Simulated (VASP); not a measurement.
**InSb (strained zincblende): a PBE single-point calculation in VASP**

INCAR

```
LCHARG = .FALSE.
SIGMA = 0.02
NELM = 120
PREC = Accurate
ENCUT = 520
ISIF = 2
NBANDS = 16
GGA = PE
LREAL = .FALSE.
LWAVE = .FALSE.
ISMEAR = -1
EDIFF = 1E-7
NSW = 0
LASPH = .TRUE.
IBRION = -1
```

KPOINTS

```
KPOINTS created by Atomic Simulation Environment
0
Gamma
6 6 6
0 0 0
```

KPOINTS_OPT

```
special points
7
Reciprocal
0.0000000000 0.0000000000 0.0000000000 1
-0.5000000000 -0.5000000000 0.0000000000 1
-0.3750000000 -0.3750000000 0.2500000000 1
-0.3750000000 0.0000000000 0.3750000000 1
0.0000000000 0.0000000000 0.5000000000 1
-0.5000000000 -0.2500000000 0.2500000000 1
-0.0106610000 -0.0106610000 0.0000000000 1
```

POSCAR

```
In Sb
 1.0000000000000000
     0.0000000000000000    3.2795130080999999    3.2795130080999999
     3.2303203129000000    0.0000000000000000    3.2795130080999999
     3.2303203129000000    3.2795130080999999    0.0000000000000000
 In  Sb
   1   1
Cartesian
  0.0000000000000000  0.0000000000000000  0.0000000000000000
  1.6151601564499998  1.6397565040500002  1.6397565040500002
```

VASP ran with the recommended PBE PAW datasets (18 valence electrons in the cell).

Command

```
mpirun -np 1 vasp_std
```

OSZICAR

```
N       E                     dE             d eps       ncg     rms          rms(c)
DAV:   1     0.111874492795E+03    0.11187E+03   -0.79768E+03   960   0.111E+03
DAV:   2     0.181909868313E+00   -0.11169E+03   -0.10818E+03  1096   0.284E+02
DAV:   3    -0.680705481308E+01   -0.69890E+01   -0.69675E+01  1224   0.721E+01
DAV:   4    -0.700632960220E+01   -0.19927E+00   -0.19924E+00  1216   0.140E+01
DAV:   5    -0.701719458060E+01   -0.10865E-01   -0.10865E-01  1440   0.267E+00    0.404E+00
DAV:   6    -0.691969973011E+01    0.97495E-01   -0.15350E-01  1392   0.589E+00    0.235E+00
DAV:   7    -0.690667400371E+01    0.13026E-01   -0.68940E-02  1320   0.239E+00    0.617E-01
DAV:   8    -0.690780889962E+01   -0.11349E-02   -0.77333E-03  1288   0.999E-01    0.252E-01
DAV:   9    -0.690849772492E+01   -0.68883E-03   -0.98223E-04  1176   0.266E-01    0.765E-02
DAV:  10    -0.690854516987E+01   -0.47445E-04   -0.50751E-05  1312   0.464E-02    0.391E-02
DAV:  11    -0.690858992422E+01   -0.44754E-04   -0.80145E-05  1176   0.559E-02    0.254E-02
DAV:  12    -0.690859137852E+01   -0.14543E-05   -0.13660E-06  1184   0.739E-03    0.705E-03
DAV:  13    -0.690859190524E+01   -0.52672E-06   -0.15262E-06  1184   0.791E-03    0.430E-03
DAV:  14    -0.690859167601E+01    0.22922E-06   -0.54376E-08  1048   0.135E-03    0.122E-03
DAV:  15    -0.690859169348E+01   -0.17470E-07   -0.16307E-08   856   0.101E-03
   1 F= -.69085917E+01 E0= -.69084838E+01  d E =-.215761E-03
       N       E                     dE             ncg
DAV:   1     0.827546039773E+03   -0.24089E+04      224
DAV:   2     0.417310660076E+02   -0.78581E+03      256
DAV:   3    -0.613402685158E+01   -0.47865E+02      256
DAV:   4    -0.753055376057E+01   -0.13965E+01      312
DAV:   5    -0.759649643480E+01   -0.65943E-01      328
DAV:   6    -0.759741209714E+01   -0.91566E-03      312
DAV:   7    -0.759745361082E+01   -0.41514E-04      352
DAV:   8    -0.759745403535E+01   -0.42452E-06      312
DAV:   9    -0.759745404490E+01   -0.95578E-08      248
```

From OUTCAR

```
k-points           NKPTS =     30   k-points in BZ     NKDIM =     30   number of bands    NBANDS=     16

   NELECT =      18.0000    total number of electrons

   dimension x,y,z NGX =    36 NGY =   36 NGZ =   36
   dimension x,y,z NGXF=    72 NGYF=   72 NGZF=   72

  energy-cutoff  :      520.00
  volume of cell :       69.49
      direct lattice vectors                 reciprocal lattice vectors
     0.000000000  3.279513008  3.279513008    -0.154783412  0.152461661  0.152461661
     3.230320313  0.000000000  3.279513008     0.154783412 -0.152461661  0.152461661
     3.230320313  3.279513008  0.000000000     0.154783412  0.152461661 -0.152461661

 k-points in reciprocal lattice and weights: KPOINTS created by Atomic Simulation Env
   0.00000000  0.00000000  0.00000000       0.005
   0.16666667 -0.00000000 -0.00000000       0.037
   0.33333333 -0.00000000 -0.00000000       0.037
   0.50000000 -0.00000000 -0.00000000       0.019
   0.16666667  0.16666667  0.00000000       0.019
   0.33333333  0.16666667 -0.00000000       0.074
   0.50000000  0.16666667 -0.00000000       0.074
  -0.33333333  0.16666667  0.00000000       0.074
   ...

 E-fermi :   4.9052

 k-point     1 :       0.0000    0.0000    0.0000
  band No.  band energies     occupation
      1      -9.6824      2.00000
      2      -9.6824      2.00000
      3      -9.6795      2.00000
      4      -9.6037      2.00000
      5      -9.6015      2.00000
      6      -5.6955      2.00000
      7       4.5688      2.00000
      8       4.8617      1.79592
      9       4.8617      1.79592
     10       4.9324      0.40816
     11       7.8227      0.00000
     12       7.8558      0.00000
     13       7.8558      0.00000
     14      10.5971      0.00000
     15      13.0083      0.00000
     16      13.2211      0.00000

 k-point     2 :       0.1667   -0.0000   -0.0000
  band No.  band energies     occupation
      1      -9.6924      2.00000
      2      -9.6773      2.00000
      3      -9.6754      2.00000
      4      -9.6041      2.00000
      5      -9.6015      2.00000
      6      -5.4546      2.00000
      7       2.4223      2.00000
      8       4.5314      2.00000
      9       4.5929      2.00000
     10       5.8070      0.00000
     11       8.2735      0.00000
     12       8.2908      0.00000
     13       8.5707      0.00000
     14      11.6856      0.00000
     15      12.1278      0.00000
     16      12.2469      0.00000

 k-point     3 :       0.3333   -0.0000   -0.0000
  band No.  band energies     occupation
      1      -9.7138      2.00000
      2      -9.6685      2.00000
      3      -9.6668      2.00000
      4      -9.6036      2.00000
      5      -9.6005      2.00000
      6      -4.8336      2.00000
      7       0.3326      2.00000
      8       4.0539      2.00000
      9       4.1379      2.00000
     10       5.5397      0.00000
     11       8.6634      0.00000
     12       8.7131      0.00000
     13      10.6235      0.00000
     14      11.5984      0.00000
     15      12.5877      0.00000
     16      12.5970      0.00000

 k-point     4 :       0.5000   -0.0000   -0.0000
  band No.  band energies     occupation
      1      -9.7243      2.00000
      2      -9.6649      2.00000
      3      -9.6632      2.00000
      4      -9.6026      2.00000
      5      -9.5991      2.00000
      6      -4.3825      2.00000
      7      -0.6350      2.00000
      8       3.8641      2.00000
      9       3.9577      2.00000
     10       5.3811      0.00000
     11       8.6541      0.00000
     12       8.7296      0.00000
     13      10.9927      0.00000
     14      13.0393      0.00000
     15      13.9623      0.00000
     16      14.0634      0.00000

 k-point     5 :       0.1667    0.1667    0.0000
  band No.  band energies     occupation
      1      -9.7019      2.00000
      2      -9.6721      2.00000
      3      -9.6700      2.00000
      4      -9.6058      2.00000
      5      -9.6008      2.00000
      6      -5.3753      2.00000
      7       2.3252      2.00000
      8       4.0492      2.00000
      9       4.0943      2.00000
     10       6.6950      0.00000
     11       7.2469      0.00000
     12       9.0163      0.00000
     13       9.1412      0.00000
     14      10.9319      0.00000
     15      12.2116      0.00000
     16      13.4359      0.00000

 k-point     6 :       0.3333    0.1667   -0.0000
  band No.  band energies     occupation
      1      -9.7194      2.00000
      2      -9.6639      2.00000
      3      -9.6614      2.00000
      4      -9.6077      2.00000
      5      -9.5996      2.00000
      6      -4.8694      2.00000
      7       0.7518      2.00000
      8       3.3469      2.00000
      9       3.6152      2.00000
     10       6.7671      0.00000
     11       7.7829      0.00000
     12       9.4874      0.00000
     13       9.7666      0.00000
     14      11.8740      0.00000
     15      13.1655      0.00000
     16      13.5327      0.00000

 k-point     7 :       0.5000    0.1667   -0.0000
  band No.  band energies     occupation
      1      -9.7298      2.00000
      2      -9.6606      2.00000
      3      -9.6573      2.00000
      4      -9.6054      2.00000
      5      -9.6001      2.00000
      6      -4.2775      2.00000
      7      -0.5058      2.00000
      8       2.7117      2.00000
      9       3.5470      2.00000
     10       6.5967      0.00000
     11       8.4482      0.00000
     12       9.5744      0.00000
     13      10.5639      0.00000
     14      12.6416      0.00000
     15      13.7906      0.00000
     16      14.1002      0.00000

 k-point     8 :      -0.3333    0.1667    0.0000
  band No.  band energies     occupation
      1      -9.7249      2.00000
      2      -9.6620      2.00000
      3      -9.6609      2.00000
      4      -9.6049      2.00000
      5      -9.6008      2.00000
      6      -4.4392      2.00000
      7      -0.1924      2.00000
      8       2.5727      2.00000
      9       3.8966      2.00000
     10       6.6347      0.00000
     11       8.7214      0.00000
     12       9.1620      0.00000
     13      10.5341      0.00000
     14      12.1739      0.00000
     15      12.6934      0.00000
     16      14.0032      0.00000

 k-point     9 :      -0.1667    0.1667    0.0000
  band No.  band energies     occupation
      1      -9.7077      2.00000
      2      -9.6704      2.00000
      3      -9.6679      2.00000
      4      -9.6060      2.00000
      5      -9.6003      2.00000
      6      -5.0768      2.00000
      7       1.2548      2.00000
      8       3.1875      2.00000
      9       4.4461      2.00000
     10       6.6041      0.00000
     11       8.4279      0.00000
     12       8.5505      0.00000
     13       9.4250      0.00000
     14      11.4734      0.00000
     15      12.6586      0.00000
     16      13.0357      0.00000

 k-point    10 :       0.3333    0.3333    0.0000
  band No.  band energies     occupation
      1      -9.7379      2.00000
      2      -9.6514      2.00000
      3      -9.6504      2.00000
      4      -9.6143      2.00000
      5      -9.5969      2.00000
      6      -4.5183      2.00000
      7       0.1851      2.00000
      8       3.0750      2.00000
      9       3.0966      2.00000
     10       6.2398      0.00000
     11       7.0255      0.00000
     12      11.1454      0.00000
     13      11.3573      0.00000
     14      11.6805      0.00000
     15      14.2330      0.00000
     16      14.9623      0.00000

 k-point    11 :       0.5000    0.3333    0.0000
  band No.  band energies     occupation
      1      -9.7455      2.00000
      2      -9.6483      2.00000
      3      -9.6457      2.00000
      4      -9.6144      2.00000
      5      -9.5972      2.00000
      6      -4.0024      2.00000
      7      -0.6430      2.00000
      8       2.2946      2.00000
      9       2.9584      2.00000
     10       6.4721      0.00000
     11       7.5922      0.00000
     12      10.8867      0.00000
     13      11.4963      0.00000
     14      13.3299      0.00000
     15      14.4633      0.00000
     16      14.9897      0.00000

 k-point    12 :      -0.3333    0.3333    0.0000
  band No.  band energies     occupation
      1      -9.7381      2.00000
      2      -9.6546      2.00000
      3      -9.6502      2.00000
      4      -9.6082      2.00000
      5      -9.6013      2.00000
      6      -3.9575      2.00000
      7      -0.6754      2.00000
      8       1.7704      2.00000
      9       3.2956      2.00000
     10       6.7086      0.00000
     11       9.4619      0.00000
     12      10.5301      0.00000
     13      10.7526      0.00000
     14      11.2375      0.00000
     15      12.6628      0.00000
     16      15.7597      0.00000

 ...

  Total        1.0079622      0.8683358      0.8683358      0.0000000      0.0000000      0.0000000
  in kB       23.2413070     20.0218396     20.0218396      0.0000000      0.0000000      0.0000000
  external PRESSURE =      21.0949954 kB  Pullay stress =       0.0000000 kB

 POSITION                                       TOTAL-FORCE (eV/Angst)
 -----------------------------------------------------------------------------------
      0.00000      0.00000      0.00000        -0.000000      0.000000      0.000000
      1.61516      1.63976      1.63976         0.000000     -0.000000     -0.000000
 -----------------------------------------------------------------------------------
    total drift:                                0.000000     -0.000000     -0.000000

  FREE ENERGIE OF THE ION-ELECTRON SYSTEM (eV)
  ---------------------------------------------------
  free  energy   TOTEN  =        -6.9085916935 eV

  energy  without entropy=       -6.9083759323  energy(sigma->0) =       -6.90848381
```

* gap between bands v and c: 0.00 eV
* least direct gap: 0.00 eV
* pressure: 2.1 GPa

Band v is the last that the valence electrons fill when counted band by band, and c is the next.

The run took about 43 s on one core of a shared host (Intel Xeon Platinum 8488C) and held 0.23 GiB at most.
